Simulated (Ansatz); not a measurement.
Crystal: InAs.

```
In As
1.0
     0.00000    3.01800    3.01800
     3.01800    0.00000    3.01800
     3.01800    3.01800    0.00000
In As
1 1
Cartesian
  0.0000 0.0000 0.0000
  4.5270 4.5270 4.5270
```

- Program: Ansatz 0.2.0
- Task: relaxation of cell and atoms
- Functional: revPBE
- Dispersion: D3(BJ)
- Potentials or basis: Ansatz PAW
- Cutoff: 420 eV (not typed: the program's choice for these potentials)
- k mesh: 8 × 8 × 8
- Occupations: fermi-dirac, width 0.05 eV
- Spin: no spin polarisation

At the start: volume 27.49 Å³/atom.

Task: Where does the relaxation end?

Result: It ends after 4 steps and the volume is 28.23 Å³/atom (+2.7 %); space group F-43m (No. 216, to 0.05 Å).

The path:
| step | energy change (eV) | largest force (eV/Å) | volume (Å³) |
| --- | --- | --- | --- |
| 1 | 0.0000 | 0.0000 | 54.98 |
| 2 | -0.0057 | 0.0000 | 56.90 |
| 3 | -0.0064 | 0.0000 | 56.45 |
| 4 | -0.0068 | 0.0000 | 56.45 |

Final structure:
```yaml
crystal:
  lattice:
    - [0.00000, 3.04479, 3.04479]
    - [3.04479, 0.00000, 3.04479]
    - [3.04479, 3.04479, 0.00000]
  atoms:
    - { symbol: In, position: [0.00000, 0.00000, 0.00000] }
    - { symbol: As, position: [0.75000, 0.75000, 0.75000] }
```

Caveat: the plane-wave basis is chosen anew once the cell has moved, so the energies of steps on either side of that aren't comparable; the PAW data sets come from PBE, with cores solved anew for the run's functional, which leaves a small shift of forces and pressure.
